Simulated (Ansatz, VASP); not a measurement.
Ni in VASP and in Ansatz

```xyz
1
Lattice="0.0000 1.7679 1.7679 1.7679 0.0000 1.7679 1.7679 1.7679 0.0000" Properties=species:S:1:pos:R:3 pbc="T T T"
Ni    0.0000    0.0000    0.0000
```

Alike in both runs: task single point; functional PBEsol; k mesh 26 × 26 × 26; occupations gaussian, width 0.15 eV; collinear spin.

|  | VASP | Ansatz |
| --- | --- | --- |
| version | VASP 6.6.1 | Ansatz 0.2.0 |
| potentials or method | VASP PAW PBE potentials, release 64 (Ni) | scalar-relativistic, plane waves, PAW |
| plane-wave cutoff (eV) | 520 | 420 |
| valence electrons in the cell | 10 | 18 |

Ansatz gave:

| Property | Result |
| --- | --- |
| gap on the k mesh at the Fermi level (eV) | none |
| pressure (GPa) | -12.3 |
| net moment per atom (μB) | 0.64 |
| size of the moment on the site where the two differ most (μB) | 0.68 |

Q: Which values does VASP return?

A: gap on the k mesh at the Fermi level (eV): none; pressure (GPa): -12.2; net moment per atom (μB): 0.63; size of the moment on the site where the two differ most (μB): 0.64.

Site moments also hang on the region over which each program counts them. A gap of «none» marks a metal or a gap that the smearing closes. The two sets of potentials don't hold the same shells in valence.

Caveats: the PAW data sets were made with another functional, which shifts forces and pressure a little (VASP).
